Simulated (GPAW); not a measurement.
## GaAs in GPAW: convergence with basis set

Crystal: GaAs.

```
Ga As
1.0
    -1.88077    1.88077    3.02585
     1.88077   -1.88077    3.02585
     1.88077    1.88077   -3.02585
Ga As
1 1
Direct
  0.00000 0.00000 0.00000
  0.50000 0.50000 0.00000
```

The cell was built by a generator and needn't be a form met in nature.

| Quantity | Value |
| --- | --- |
| Program | GPAW 26.7.0 |
| Task | convergence study |
| Functional | PBE |
| Potentials or basis | GPAW PAW data sets (gpaw-data 1.2.1) |
| Basis | lcao:sz(dzp) |
| Grid spacing | 0.16 Å |
| k mesh | 8 × 8 × 8 |
| Occupations | fermi-dirac, width 0.05 eV |
| Spin | no spin polarisation |

These are the settings of the first run; the series varies basis set, with any setting tied to it.

Hardware: 1 thread of Arm Neoverse V1, on a shared host.

| basis set | energy less the tightest run, at zero smearing (meV/atom) | SCF cycles | CPU time (s) | peak memory (GiB) |
| --- | --- | --- | --- | --- |
| lcao:sz(dzp) | 263.68 | 8 | 41 | 0.16 |
| lcao:szp(dzp) | 165.64 | 8 | 160 | 0.18 |
| lcao:dz(dzp) | 157.59 | 9 | 62 | 0.17 |
| lcao:dzp | 90.08 | 8 | 200 | 0.19 |
| fd | 3.39 | 10 | 38 | 0.3 |
| pw | 0.00 | 9 | 20 | 0.16 |

Not settled before the last step: the energy (to 1 meV/atom). The tightest run that finished is the yardstick and may itself not be fully converged.
